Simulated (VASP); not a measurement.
A run of VASP 6.6.1 is set up as follows.

The input INCAR:

```
PREC     = Accurate       # precision mode
ENCUT    = 600            # plane-wave cutoff, eV
EDIFF    = 1E-7           # SCF threshold, eV
ISMEAR   = 0              # smearing method
SIGMA    = 0.1            # smearing width, eV
LREAL    = F              # projectors in reciprocal space
LASPH    = T              # aspherical terms in the spheres
NELM     = 100            # most SCF steps
ALGO     = Normal         # electronic algorithm
ISIF     = 3              # what is computed and relaxed
LWAVE    = F              # write WAVECAR
LCHARG   = F              # write CHGCAR
GGA      = PS             # functional
IBRION   = 2              # ionic algorithm
NSW      = 90             # ionic steps
EDIFFG   = -0.005         # ionic threshold
```

KPOINTS

```
Automatic mesh
0
Gamma
  6 6 6
```

POSCAR

```
Si2W
1.0
   -1.6073666700      1.6073666700      3.9010319200
    1.6073666700     -1.6073666700      3.9010319200
    1.6073666700      1.6073666700     -3.9010319200
Si W
2 1
Direct
    0.3349898400      0.3349898400      0.0000000000
    0.6650101600      0.6650101600      0.0000000000
    0.0000000000      0.0000000000      0.0000000000
```

Potentials or basis: VASP PAW PBE potentials, release 64 (Si, W_sv).

Run with:

```bash
$ cat potpaw_PBE.64/Si/POTCAR potpaw_PBE.64/W_sv/POTCAR > POTCAR
$ mpirun -np 1 vasp_std > vasp.out
```

**Question.** What does it give for the relaxed volume?

**Answer.** 13.37 Å³/atom.

**Question.** Estimate the band gap on the k mesh.

**Answer.** None (metal or under the smearing width).

**Question.** Estimate the relaxed cell.

**Answer.** a = 4.517 Å, b = 4.517 Å, c = 4.517 Å, α = 138.45°, β = 138.45°, γ = 60.21°.

The path:
| step | energy change (eV) | largest force (eV/Å) | pressure (GPa) | volume (Å³) |
| --- | --- | --- | --- | --- |
| 1 | 0.0000 | 0.0889 | -0.90 | 40.32 |
| 2 | -0.0003 | 0.0153 | 1.43 | 39.87 |
| 3 | -0.0017 | 0.0497 | 0.31 | 40.08 |
| 4 | -0.0017 | 0.0140 | -0.36 | 40.18 |
| 5 | -0.0018 | 0.0165 | -0.04 | 40.13 |
| 6 | -0.0018 | 0.0005 | 0.01 | 40.12 |

Caveat: the k mesh is coarse (spacing up to 0.46 Å⁻¹), so the values aren't converged; the PAW data sets were made with another functional, which shifts forces and pressure a little. The run has no spin-orbit coupling, so splittings on W are missing.
